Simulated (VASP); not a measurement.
Input of a VASP 6.6.1 run:

The input INCAR:

```
  ALGO = Normal
  EDIFF = 1E-6
  EDIFFG = -0.01
  ENCUT = 600
  IBRION = 2
  ISIF = 3
  ISMEAR = -1
  LASPH = True
  LCHARG = False
  LMIXTAU = True
  LREAL = False
  LWAVE = False
  METAGGA = LAK
  NELM = 60
  NSW = 60
  PREC = Accurate
  SIGMA = 0.05
```

Contents of KPOINTS:

```
k-points
0
Gamma
  10 10 5
```

File POSCAR:

```
GaN
1.0
    3.1800000000      0.0000000000      0.0000000000
   -1.5900000000      2.7539607840      0.0000000000
    0.0000000000      0.0000000000      5.1660000000
Ga N
2 2
Direct
    0.6666666667      0.3333333333      0.5000000000
    0.3333333333      0.6666666667      0.0000000000
    0.6666666667      0.3333333333      0.8750000000
    0.3333333333      0.6666666667      0.3750000000
```

Potentials or basis: VASP PAW PBE potentials, release 64 (Ga_d, N).

Run with:

```bash
$ cat potpaw_PBE.64/Ga_d/POTCAR potpaw_PBE.64/N/POTCAR > POTCAR
$ mpirun -np 1 vasp_std > vasp.out
```

**Question.** Predict the relaxed cell.

**Answer.** a = 3.223 Å, b = 3.223 Å, c = 5.244 Å, α = 90.00°, β = 90.00°, γ = 120.00°.

**Question.** Estimate the band gap on the k mesh.

**Answer.** 2.49 eV, direct.

The path:
```tsv
step	energy change (eV)	largest force (eV/Å)	pressure (GPa)	volume (Å³)
1	0.0000	0.1579	8.36	45.24
2	-0.0052	0.0506	-7.37	49.22
3	-0.0542	0.0127	-0.40	47.25
4	-0.0542	0.0185	-0.02	47.15
5	-0.0541	0.0209	0.14	47.12
6	-0.0541	0.0065	0.15	47.11
7	-0.0541	0.0004	0.15	47.11
8	-0.0542	0.0010	-0.16	47.18
9	-0.0542	0.0011	-0.08	47.18
```

Caveat: the PAW data sets were made with another functional, which shifts forces and pressure a little. Zero-point motion and thermal expansion aren't in these numbers.
